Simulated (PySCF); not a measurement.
How well do the runs reproduce experiment for C5H5N?

**Experimental background.**

From NIST CCCBDB Release 22 (SRD 101), experimental dipoles, for the gas: dipole moment (microwave Stark effect) 2.19 D.

The results are set against them at the end.

Compound: C5H5N.
Numbering: `[cH:1]1[cH:2][cH:3][n:4][cH:5][cH:6]1` (hydrogens: H7 on C1; H8 on C2; H9 on C3; H10 on C5; H11 on C6)

Geometry (B3LYP/def2-SVP, Å), atoms numbered from 1 in this order:
```xyz
11
C5H5N angstrom
C      0.0771    1.1320   -0.0132
C      1.2312    0.3456    0.0137
C      1.0884   -1.0464    0.0383
N     -0.0950   -1.6656    0.0375
C     -1.1937   -0.9065    0.0115
C     -1.1647    0.4925   -0.0144
H      0.1441    2.2230   -0.0328
H      2.2256    0.7982    0.0157
H      1.9766   -1.6897    0.0595
H     -2.1539   -1.4366    0.0112
H     -2.0962    1.0630   -0.0348
```

Runs made with PySCF (gas phase, on this B3LYP/def2-SVP geometry; no spin–orbit coupling):

| level | job | basis functions | wall time |
| --- | --- | --- | --- |
| B3LYP/def2-SVP, grid level 1 | geometry optimisation from a GFN2-xTB start | 109 | 14 s |

Hardware: one thread of an Arm Neoverse V1, shared host.

**Comparison with experiment**

**Dipole moment.** Measured: 2.19 D (NIST CCCBDB Release 22 (SRD 101), experimental dipoles).

```
         level  computed (D)  computed − measured (D)  % (from the printed values)
B3LYP/def2-SVP          2.13                    -0.06                           -3
```

The computed dipoles belong to one fixed geometry; measured ones are averaged over vibrations unless marked μe. Magnitudes are compared, not signs.

No measured geometry was used, and the causes of the misses weren't examined.
